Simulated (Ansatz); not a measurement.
Wanted: the native input for an Ansatz 0.2.0 run.

```
Task                : single point
Functional          : PBE
Potentials or basis : Ansatz PAW
Cutoff              : 420 eV (not typed: the program's choice for these potentials)
k mesh              : 12 × 12 × 12
Occupations         : gaussian, width 0.021 eV
Spin                : no spin polarisation
```

Al:

```
Al
1.0
    -1.59122    1.59122    1.59122
     1.59122   -1.59122    1.59122
     1.59122    1.59122   -1.59122
Al
1
Direct
  0.00000 0.00000 0.00000
```

This isn't the form of Al at room conditions, which is fcc.

The input as run:

input.yaml

```yaml
crystal:
  lattice:
    - [-1.59121869, 1.59121869, 1.59121869]
    - [1.59121869, -1.59121869, 1.59121869]
    - [1.59121869, 1.59121869, -1.59121869]
  atoms:
    - { symbol: Al, position: [0.0, 0.0, 0.0] }
hamiltonian:
  xc: pbe
  pseudopotentials: { kind: paw }
kpoints:
  mp_grid: { grid: [12, 12, 12] }
scf:
  occupations: { method: gaussian, width: 0.021 }
output:
  forces: true
  stress: true
  eigenvalues: true
```

Potentials or basis: Ansatz PAW.

Launch:

```console
$ ansatz run input.yaml --threads 2 --pin off --max-ram 5632MiB --backend cpu --events-out ev --progress --plain --runs-dir out
```

Results of the run:

* Pressure: 3.9 GPa
* Band gap on the k mesh: none (metal or under the smearing width)

Wall time 0.34 s on 2 threads of Arm Neoverse V2, with other jobs on the host, peak memory 0.24 GiB.
